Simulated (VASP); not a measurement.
Cs2SnI6:

```
CELL_PARAMETERS angstrom
0.00000 5.81380 5.81380
5.81380 0.00000 5.81380
5.81380 5.81380 0.00000
ATOMIC_POSITIONS crystal
Cs 0.25000 0.25000 0.25000
Cs 0.75000 0.75000 0.75000
Sn 0.00000 0.00000 0.00000
I 0.75464 0.24536 0.24536
I 0.24536 0.75464 0.24536
I 0.24536 0.75464 0.75464
I 0.75464 0.24536 0.75464
I 0.24536 0.24536 0.75464
I 0.75464 0.75464 0.24536
```

```yaml
Program: VASP 6.6.1
Task: relaxation of cell and atoms
Functional: PBE
Potentials_or_basis: VASP PAW PBE potentials, release 64 (Cs_sv, Sn, I)
Cutoff: 300 eV
k_mesh: 3 × 3 × 3
Occupations: gaussian, width 0.03 eV
Spin: no spin polarisation
```

At the start: pressure 1.5 GPa; volume 43.67 Å³/atom.

Problem. How do energy, volume and symmetry change on relaxing?

Solution. Over 12 steps the energy falls by 17.3 meV/atom and the volume is 48.48 Å³/atom (+11.0 %); space group Fm-3m (No. 225, to 0.05 Å).

Step by step:
```
step  energy change (eV)  largest force (eV/Å)  pressure (GPa)  volume (Å³)
   1              0.0000                0.2520            1.54       393.02
   2             -0.1234                0.1238            0.13       417.45
   3             -0.1237                0.1400            0.06       418.97
   4             -0.1298                0.1365            0.05       420.74
   5             -0.1448                0.0926            0.03       426.09
   6             -0.1554                0.0224            0.05       436.92
   7             -0.1555                0.0137            0.04       436.08
   8             -0.1555                0.0100            0.03       435.73
   9             -0.1528                0.0403            0.03       430.89
  10             -0.1555                0.0066            0.04       435.39
  11             -0.1554                0.0218           -0.05       437.67
  12             -0.1556                0.0054            0.00       436.36
```

Final structure:
```
Cs Sn I
1.0
     0.00000    6.02013    6.02013
     6.02013    0.00000    6.02013
     6.02013    6.02013    0.00000
Cs Sn I
2 1 6
Direct
  0.25000 0.25000 0.25000
  0.75000 0.75000 0.75000
  0.00000 0.00000 0.00000
  0.75853 0.24147 0.24147
  0.24147 0.75853 0.24147
  0.24147 0.75853 0.75853
  0.75853 0.24147 0.75853
  0.24147 0.24147 0.75853
  0.75853 0.75853 0.24147
```

Caveat: the volume moved by +11 % from the deposited cell, more than functionals usually miss.
